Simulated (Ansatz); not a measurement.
## Ge under strain

Computed with Ansatz, DFT PBE, scalar-relativistic, plane waves, PAW. (420 eV cutoff, 14×14×10 k-mesh, Gaussian smearing of 0.10 eV, no spin polarisation)

Starting point, cell and atoms relaxed:

```xyz
4
Lattice="2.8798 2.8798 0.0000 -2.8798 2.8798 0.0000 0.0000 0.0000 5.7596" Properties=species:S:1:pos:R:3 pbc="T T T"
Ge    0.0000    2.8798    2.8798
Ge    1.4399    1.4399    1.4399
Ge    0.0000    0.0000    0.0000
Ge   -1.4399    1.4399    4.3197
```

Deformation: shear that moves c along a by the strain times its height over the a-b plane, the cell held and the atoms relaxed, all within the symmetry that the strain leaves. Energies are extrapolated to zero smearing. Stress is positive in compression, on the Cartesian axes of the cell above.

Strains computed: +2.0, +4.0, +6.0, +8.0, +12.0 %.

(1) At which strain does the energy stand 25.5 meV/atom over the relaxed crystal with σxx = 0.06, σyy = 0.06, σzz = 0.54, σyz = -2.97, σxz = -2.97, σxy = -0.30 GPa?

## Answers

(1) +8.0 %.